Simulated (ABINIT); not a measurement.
Input of an ABINIT 10.8.3 (patched build) run:

Contents of run.abi:

```
pp_dirpath "./"
pseudos "Si.GGA_PBE-JTH.xml"

structure "poscar:POSCAR"
natom 4

ecut 15.0
pawecutdg 30.0

kptopt 1
ngkpt 8 8 8
nshiftk 1
shiftk 0.0 0.0 0.0

ixc 11

nband 12
occopt 3
tsmear 0.05 eV

nstep 100
tolvrs 1.0e-9

iomode 3
prtwf 0
prteig 0
prtebands 0
enunit 2
prtden 1
prtvha 1
prtvclmb 1
prtpot 1
```

File POSCAR:

```
Si
1.0
   -3.3254442900      3.3254442900      1.9223856600
    3.3254442900     -3.3254442900      1.9223856600
    3.3254442900      3.3254442900     -1.9223856600
Si
4
Direct
    0.8211989400      0.1788010600      0.0000000000  Si
    0.1788010600      0.8211989400      0.0000000000  Si
    0.8211989400      0.8211989400      0.6423978800  Si
    0.1788010600      0.1788010600      0.3576021200  Si
```

Potentials or basis: JTH PAW PBE v2.0.

Run with:

```sh
$ abinit run.abi > log 2>&1
```

Question: Estimate the largest force.

Answer: 0.009 eV/Å.

Question: Estimate the pressure.

Answer: 1.3 GPa.

Question: Predict the band gap on the k mesh.

Answer: 0.27 eV, indirect (least direct gap 0.40 eV).

Forces on the atoms (eV/Å):
```
Si  -0.006  0.006  0.000
Si   0.006 -0.006  0.000
Si   0.006  0.006  0.000
Si  -0.006 -0.006  0.000
```

A k mesh can miss the band edges. Expect the measured gap to be larger: semilocal functionals such as PBE lack the derivative discontinuity.
